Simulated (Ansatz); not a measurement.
**Hf₂N: a line through a two-coordinate scan, part 1 of 2**

Aim: follow the energy of Hf2N (P4_2/mnm, No. 136; 6 atoms in the cell) along one coordinate, c/a of the conventional cell, with the other held at volume per atom = 16.29 Å³.

Method: DFT PBEsol, scalar-relativistic, plane waves, PAW, in Ansatz 0.2.0.

16 further runs of the same task are left out: 16 set aside as unsound or not needed.

## Step 1: Starting point

It takes space group P4_2/mnm (No. 136, tetragonal). The conventional cell has a = 5.295 Å, b = 5.295 Å, c = 3.227 Å, α = 90.00°, β = 90.00°, γ = 90.00°. Around Hf (site symmetry m2m) lie 3 N at 2.21 to 2.22 Å. N (site symmetry mmm) has 6 Hf at 2.21 to 2.22 Å as nearest neighbours.

Structure file:

```
Hf N
1.0
     5.29531    0.00000    0.00000
     0.00000    5.29531    0.00000
     0.00000    0.00000    3.22722
Hf N
4 2
Direct
  0.29546 0.29546 0.00000
  0.70454 0.70454 0.00000
  0.79546 0.20454 0.50000
  0.20454 0.79546 0.50000
  0.00000 0.00000 0.00000
  0.50000 0.50000 0.50000
```

It goes back to an entry of the Materials Project, which need not be the stable form.

It is the result of an earlier relaxation at this level (volume 15.08 Å³/atom; gap on the mesh: none (metal)).

## Step 2: Plan of the line

The energy is mapped over volume and the cell's shape.

The axes are (1) volume per atom: 7 values from 13.27 to 16.89 Å³; (2) c/a of the conventional cell: 7 values from 0.562 to 0.660.

Nothing else is relaxed (fractional coordinates fixed). Energies count from the relaxed crystal. Points are written as (first, second).

## Step 3: Point (16.29 Å³, 0.562)

File input.yaml:

```yaml
crystal:
  lattice:
    - [5.5800880128, 0.0, 0.0]
    - [0.0, 5.5800880128, 0.0]
    - [0.0, 0.0, 3.1387995072]
  atoms:
    - { symbol: Hf, position: [0.2954631013, 0.2954631013, 0.0] }
    - { symbol: Hf, position: [0.7045368987, 0.7045368987, 0.0] }
    - { symbol: Hf, position: [0.7954631013, 0.2045368987, 0.5] }
    - { symbol: Hf, position: [0.2045368987, 0.7954631013, 0.5] }
    - { symbol: "N", position: [0.0, 0.0, 0.0] }
    - { symbol: "N", position: [0.5, 0.5, 0.5] }
basis:
  ecutwfc: 520.0
kpoints:
  mp_grid: { grid: [8, 8, 14] }
hamiltonian:
  xc: pbesol
  pseudopotentials: { kind: paw, azcp: { folder: soft_1 } }
scf:
  occupations: { method: gaussian, width: 0.15 }
output:
  forces: true
  stress: true
  eigenvalues: true
```

Command:

```console
ansatz run input.yaml --threads 4 --pin off --max-ram 8192MiB --backend cpu --events-out ev --progress --plain --runs-dir out
```

Output, cut to the lines that bear on the results:

```text
Warning: <dir> the record states the generating functional pbe (its physics header spells it `PBE`), which answers neither for hamiltonian.xc's functional nor for the pbesol family's — results may be inconsistent (PPs are generated against a specific XC)
[...]
Warning: RAYON_NUM_THREADS=4 ignored (pool sized by the plan → 4); use --threads N
[...]
Pseudopotentials: kind: paw
Pseudopotential: Hf, paw, valence charge 26, recommended cutoff 420 eV (normal), <dir>
Pseudopotential: N, paw, valence charge 5, recommended cutoff 420 eV (normal), <dir>
Functional definition: PBEsol
[...]
Crystal: 6 atoms, lattice volume = 97.734 Å³
Basis set: ecut = 520 eV, 2607 PW (Γ), exchange–correlation on 90×90×48 points (8 copies of the dense FFT grid, shifted against one another)
Bands: 69, of which v1, the nominal top of the filled ones, is band 57 counted from 1 (56 counted from 0)
Symmetry: 16 space group operations
Space group: P42/mnm (ITA 136), of the structure as read, at distance tolerance 4.6e-5 Å
k-points: 120 of 896
[...]
SCF iter   1: F=—  HF=-63159.819400 eV  |F-HF|=—  |Δ(HF+E_count)|=         —  Δρ=4.49e-2  dr2=1.37e0  ethr=3.10e-3  ⟨swp⟩=5.2  Hψ=24909  notcnv=0  defer=38
[...]
SCF iter  10: F=-63159.577242 eV  HF=-63159.577242 eV  |F-HF|=1.50e-8  |Δ(HF+E_count)|=  2.40e-10  Δρ=3.33e-6  dr2=8.13e-9  ethr=8.77e-11  ⟨swp⟩=11.0  Hψ=39523  notcnv=0
[...]
SCF converged after 10 iterations
Free energy (F): -63159.577242 eV
[...]
E sigma→0 (E₀):  -63159.562012 eV
Entropy (-TS):   -0.030460 eV (-5.077 meV/atom)
Fermi energy:    17.880836 eV
[...]
--- Forces (eV/Å), atoms counted from 1 ---
  atom   1  Hf     0.26207427     0.26207427     0.00000000
  atom   2  Hf    -0.26207427    -0.26207427     0.00000000
  atom   3  Hf     0.26207427    -0.26207427     0.00000000
  atom   4  Hf    -0.26207427     0.26207427     0.00000000
  atom   5  N      0.00000000    -0.00000000     0.00000000
  atom   6  N      0.00000000     0.00000000     0.00000000
[...]
--- Stress (GPa, compression-positive) ---
      -19.092086       0.000000       0.000000
        0.000000     -19.092086       0.000000
        0.000000       0.000000       1.462055
  P = ⅓ Tr σ = -12.2407 GPa (-122.407 kbar)
--- Band table (eV; the first three rows and the last of 120) ---
[...]
```

Run time: 17 s. Hardware: 4 threads of Arm Neoverse V2, shared host; peak memory 1 GiB.

That is 107 meV/atom from the zero.

## Step 4: A run with other settings

input.yaml: that of step 3 with these lines changed.

```diff
@@ -19,7 +19,9 @@
   pseudopotentials: { kind: paw, azcp: { folder: soft_1 } }
+  hubbard: { sites: [{ species: Hf, l: d, u_eff: 40.0 }] }
 scf:
   occupations: { method: gaussian, width: 0.15 }
+  max_iter: 80
 output:
   forces: true
+  eigenvalues: true
   stress: true
-  eigenvalues: true
```

Command:

```console
ansatz run input.yaml --threads 4 --pin off --max-ram 8192MiB --backend cpu --events-out ev --progress --plain --runs-dir out
```

Output, cut to the lines that bear on the results:

```text
Warning: <dir> the record states the generating functional pbe (its physics header spells it `PBE`), which answers neither for hamiltonian.xc's functional nor for the pbesol family's — results may be inconsistent (PPs are generated against a specific XC)
[...]
Warning: RAYON_NUM_THREADS=4 ignored (pool sized by the plan → 4); use --threads N
Hf: projections on atomic orbitals take those of the free atom [Kr 4d10] 4f14 5s2 5p6 5d2 6s2, of charge +0.00 (hamiltonian.pseudopotentials.projection_atoms); the dataset's partial waves leave at most 4.9e-5 of an orbital's norm unspanned inside its sphere
N: projections on atomic orbitals take those of the free atom [He] 2s2 2p3, of charge +0.00 (hamiltonian.pseudopotentials.projection_atoms); the dataset's partial waves leave at most 9.7e-9 of an orbital's norm unspanned inside its sphere
[...]
[... 3 set-up lines as earlier in the session ...]
[...]
SCF iter   1: F=—  HF=-63042.050170 eV  |F-HF|=—  |Δ(HF+E_count)|=         —  Δρ=1.56e-1  dr2=2.92e1  ethr=3.10e-3  ⟨swp⟩=8.2  Hψ=32992  notcnv=0  defer=8
[...]
SCF iter  10: F=-63049.507737 eV  HF=-63049.507737 eV  |F-HF|=1.83e-8  |Δ(HF+E_count)|=   1.38e-7  Δρ=5.04e-6  dr2=2.81e-8  ethr=8.77e-11  ⟨swp⟩=24.5  Hψ=68296  notcnv=0
[...]
SCF converged after 10 iterations
Free energy (F): -63049.507737 eV
[...]
E sigma→0 (E₀):  -63049.496386 eV
Entropy (-TS):   -0.022702 eV (-3.784 meV/atom)
Fermi energy:    26.620849 eV
[...]
--- Forces (eV/Å), atoms counted from 1 ---
  atom   1  Hf    -0.58213875    -0.58213875     0.00000000
  atom   2  Hf     0.58213875     0.58213875     0.00000000
  atom   3  Hf    -0.58213875     0.58213875     0.00000000
  atom   4  Hf     0.58213875    -0.58213875     0.00000000
  atom   5  N      0.00000000    -0.00000000     0.00000000
  atom   6  N      0.00000000     0.00000000     0.00000000
[...]
--- Stress (GPa, compression-positive) ---
      192.346641       0.000000       0.000000
        0.000000     192.346641       0.000000
        0.000000       0.000000     205.090610
  P = ⅓ Tr σ = 196.5946 GPa (1965.946 kbar)
--- Band table (eV; the first three rows and the last of 120) ---
[...]
Occupation matrices written to <dir>
```

It took 28 s on 4 threads of Arm Neoverse V2, shared host; peak memory 1.7 GiB.

## Step 5: Checking the result

The run converged and reported no error, with warnings (filled band counts differ across k points, pseudo functional mismatch). It gives a pressure of 197 GPa, far from the sound run.

In the input, hamiltonian.hubbard.sites is [{species: Hf, l: d, u_eff: 40.0}]. The U is far outside the few eV that correlated shells need; it reshapes the shell's occupations.

To undo it: delete hamiltonian.hubbard.sites.

```tsv
run	ending	energy change	pressure (GPa)	gap (eV)	force (eV/Å)	cycles	time
step 3	converged	0	-12.2	0.00	0.37	10	17 s
altered	converged	+18.34 eV/atom (U changed: no physical gain or loss)	196.6	0.00	0.82	10	28 s
```

Changing the Hubbard U moves the energy by +18.34 eV/atom, and the pressure goes from -12.2 to 196.6 GPa and the largest force goes from 0.37 to 0.82 eV/Å. The U term adds an energy of its own, so the shift says nothing about which run is better. Cost: 28 s against 17 s.

## Step 6: The run at (16.29 Å³, 0.578)

input.yaml: that of step 3 with these lines changed.

```diff
@@ -2,5 +2,5 @@
   lattice:
-    - [5.5800880128, 0.0, 0.0]
-    - [0.0, 5.5800880128, 0.0]
-    - [0.0, 0.0, 3.1387995072]
+    - [5.5307127379, 0.0, 0.0]
+    - [0.0, 5.5307127379, 0.0]
+    - [0.0, 0.0, 3.1950927487]
   atoms:
```

Command:

```console
ansatz run input.yaml --threads 4 --pin off --max-ram 8192MiB --backend cpu --events-out ev --progress --plain --runs-dir out
```

Output, cut to the lines that bear on the results:

```text
Warning: <dir> the record states the generating functional pbe (its physics header spells it `PBE`), which answers neither for hamiltonian.xc's functional nor for the pbesol family's — results may be inconsistent (PPs are generated against a specific XC)
[...]
Warning: RAYON_NUM_THREADS=4 ignored (pool sized by the plan → 4); use --threads N
[...]
[... 4 set-up lines as earlier in the session ...]
[...]
Crystal: 6 atoms, lattice volume = 97.734 Å³
Basis set: ecut = 520 eV, 2599 PW (Γ), exchange–correlation on 90×90×48 points (8 copies of the dense FFT grid, shifted against one another)
Bands: 69, of which v1, the nominal top of the filled ones, is band 57 counted from 1 (56 counted from 0)
[... 2 set-up lines as earlier in the session ...]
k-points: 120 of 896
[...]
SCF iter   1: F=—  HF=-63159.992166 eV  |F-HF|=—  |Δ(HF+E_count)|=         —  Δρ=4.47e-2  dr2=1.34e0  ethr=3.10e-3  ⟨swp⟩=5.2  Hψ=24785  notcnv=0  defer=48
[...]
SCF iter   9: F=-63159.759462 eV  HF=-63159.759462 eV  |F-HF|=2.46e-8  |Δ(HF+E_count)|=   2.90e-7  Δρ=1.32e-5  dr2=9.83e-8  ethr=8.77e-11  ⟨swp⟩=10.1  Hψ=47048  notcnv=0
[...]
SCF converged after 9 iterations
Free energy (F): -63159.759462 eV
[...]
E sigma→0 (E₀):  -63159.744749 eV
Entropy (-TS):   -0.029425 eV (-4.904 meV/atom)
Fermi energy:    17.888118 eV
[...]
--- Forces (eV/Å), atoms counted from 1 ---
  atom   1  Hf     0.20158712     0.20158712     0.00000000
  atom   2  Hf    -0.20158712    -0.20158712     0.00000000
  atom   3  Hf     0.20158712    -0.20158712     0.00000000
  atom   4  Hf    -0.20158712     0.20158712     0.00000000
  atom   5  N     -0.00000000    -0.00000000     0.00000000
  atom   6  N     -0.00000000     0.00000000     0.00000000
[...]
--- Stress (GPa, compression-positive) ---
      -17.228666       0.000000       0.000000
        0.000000     -17.228666       0.000000
        0.000000       0.000000      -4.126279
  P = ⅓ Tr σ = -12.8612 GPa (-128.612 kbar)
--- Band table (eV; the first three rows and the last of 120) ---
[...]
```

It took 17 s on 4 threads of Arm Neoverse V2, shared host; peak memory 1 GiB.

Energy on the map's scale: 76 meV/atom.

## Step 7: Point (16.29 Å³, 0.593)

input.yaml: that of step 6 with these lines changed.

```diff
@@ -2,5 +2,5 @@
   lattice:
-    - [5.5307127379, 0.0, 0.0]
-    - [0.0, 5.5307127379, 0.0]
-    - [0.0, 0.0, 3.1950927487]
+    - [5.4814994799, 0.0, 0.0]
+    - [0.0, 5.4814994799, 0.0]
+    - [0.0, 0.0, 3.2527217914]
   atoms:
```

Command:

```console
ansatz run input.yaml --threads 4 --pin off --max-ram 8192MiB --backend cpu --events-out ev --progress --plain --runs-dir out
```

Output, cut to the lines that bear on the results:

```text
[...]
SCF converged after 9 iterations
Free energy (F): -63159.862880 eV
[...]
E sigma→0 (E₀):  -63159.847984 eV
Entropy (-TS):   -0.029791 eV (-4.965 meV/atom)
Fermi energy:    17.897902 eV
[...]
--- Forces (eV/Å), atoms counted from 1 ---
  atom   1  Hf     0.13944017     0.13944017     0.00000000
  atom   2  Hf    -0.13944017    -0.13944017     0.00000000
  atom   3  Hf     0.13944017    -0.13944017     0.00000000
  atom   4  Hf    -0.13944017     0.13944017     0.00000000
  atom   5  N      0.00000000    -0.00000000     0.00000000
  atom   6  N     -0.00000000     0.00000000     0.00000000
[...]
--- Stress (GPa, compression-positive) ---
      -15.272939       0.000000       0.000000
        0.000000     -15.272939       0.000000
        0.000000       0.000000      -9.348859
  P = ⅓ Tr σ = -13.2982 GPa (-132.982 kbar)
--- Band table (eV; the first three rows and the last of 120) ---
[...]
```

It took 18 s on 4 threads of Arm Neoverse V2, shared host; peak memory 1 GiB.

That is 59 meV/atom from the zero.

(Continued in part 2 of 2.)
